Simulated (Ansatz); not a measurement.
Reactions of C3H5F2In, SMILES `C=C[CH2][In]([F])[F]`.

Calculated with Ansatz (gas phase, PBE0-D4/def2-TZVP geometries, no zero-point term in ΔE). CCSD(T)/CBS is the MP2 limit (def2-TZVPP, def2-QZVPP) plus CCSD(T) − MP2 in def2-TZVPP, frozen cores. This one scheme is used for every species, atoms too. For atomizations the MP2-based limit and the directly extrapolated one differ by several kJ/mol either way, and by 10 to 25 for some Ge, Se and Sn compounds, so smaller differences from it don't rank the levels. Functionals use def2-TZVPP. No spin–orbit coupling; open shells (•) take unrestricted orbitals. Spin–orbit coupling would lower the free atoms: a little for C, F; strongly for In. Elements past krypton have def2 core potentials. For I, In outer-core shells are correlated without core-valence functions, so the limit isn't a true one: a few kJ/mol of doubt a bond, and 10 to 20 or more in all where bonds break to atoms. Each species was taken in one conformer, which may not be the lowest.

```tsv
reaction	PBE-D4 (kJ/mol)
`C=C[CH2][In]([F])[F]` + H₂O → `O[CH2][In]([F])[F]` + `C=C`	66
`C=C[CH2][In]([F])[F]` + HI → `[F][In]([F])[I]` + `C=CC`	-134
`C=C[CH2][In]([F])[F]` + `OCO` → `C=COCO` + `[CH3][In]([F])[F]`	11
`C=C[CH2][In]([F])[F]` + `[NH2][InH2]` → `C=C[NH][InH2]` + `[CH3][In]([F])[F]`	-15
`C=C[CH2][In]([F])[F]` + H₂O → `C=CCO` + `[F][InH][F]`	69
`C=C[CH2][In]([F])[F]` + H₂ → `[CH3][In]([F])[F]` + `C=C`	-53
`C=C[CH2][In]([F])[F]` + H₂ → `C=C[CH2][InH][F]` + H–F	35
`C=C[CH2][In]([F])[F]` → 3 C• + 2 F• + 5 H• + In•	4306
`C=C[CH2][In]([F])[F]` + CH₃OH → `[OH][In]([F])[F]` + `C=CCC`	-67
`C=C[CH2][In]([F])[F]` → `C=[CH][In]([F])[F]` + `[CH2]` (triplet)	452
```

**Question.** Give the CCSD(T)/CBS values in the same order. (Estimate.)

**Answer.** The calculation gave: 89, -140, 22, -3, 82, -57, 37, 4217, -73, 445 kJ/mol.

Largest T1 diagnostic: 0.018, for `[OH][In]([F])[F]`.
